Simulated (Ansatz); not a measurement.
# MoSe2: the cost of one run

Method: DFT LDA, frozen-core PAW, scalar-relativistic unless said, in Ansatz 0.2.0.

The COD entry's cell or inner coordinates are ideal or old and differ from later refinements, so a difference from it is no clean test against experiment.

**1. Starting point**

Symmetry: P6_3/mmc, No. 194, hexagonal system. Conventional cell: a = 3.288 Å, b = 3.288 Å, c = 12.900 Å, α = 90.00°, β = 90.00°, γ = 120.00°. Mo (site symmetry -6m2) is surrounded by 6 Se at 2.49 Å. Se (site symmetry 3m) has 3 Mo at 2.49 Å as nearest neighbours.

As a file:

```xyz
6
Lattice="3.2880 0.0000 0.0000 -1.6440 2.8475 0.0000 0.0000 0.0000 12.9000" Properties=species:S:1:pos:R:3 pbc="T T T"
Mo    0.0000    1.8983    3.2250
Mo    1.6440    0.9492    9.6750
Se    0.0000    1.8983    8.0625
Se    1.6440    0.9492    1.6125
Se    0.0000    1.8983   11.2875
Se    1.6440    0.9492    4.8375
```

Cartesian axes are those of the input's lattice vectors. The structure goes back to a database entry.

**2. Cell and atoms relaxed, PAW**

The input, input.yaml:

```yaml
crystal:
  lattice:
    - [3.28799999998, 0.0, 0.0]
    - [-1.64399999999, 2.84749152763, 0.0]
    - [0.0, 0.0, 12.9]
  atoms:
    - { symbol: Mo, position: [0.333333333333, 0.666666666667, 0.25] }
    - { symbol: Mo, position: [0.666666666667, 0.333333333333, 0.75] }
    - { symbol: Se, position: [0.333333333333, 0.666666666667, 0.625] }
    - { symbol: Se, position: [0.666666666667, 0.333333333333, 0.125] }
    - { symbol: Se, position: [0.333333333333, 0.666666666667, 0.875] }
    - { symbol: Se, position: [0.666666666667, 0.333333333333, 0.375] }
kpoints:
  mp_grid: { grid: [10, 10, 2] }
scf:
  occupations: { method: fermi_dirac, width: 0.1 }
hamiltonian:
  xc: lda
  pseudopotentials: { kind: paw }
relax:
  f_tol: 0.002
  max_steps: 80
  cell: {}
output:
  forces: true
  stress: true
```

Run with:

```sh
$ ansatz run input.yaml --threads 1 --pin off --max-ram 3072MiB --backend cpu --events-out ev --progress --plain --runs-dir out
```

Q: Estimate wall time and peak memory on 1 thread of Intel Xeon Platinum 8488C (Sapphire Rapids), shared host.

About 46 s, with a peak of 0.51 GiB.
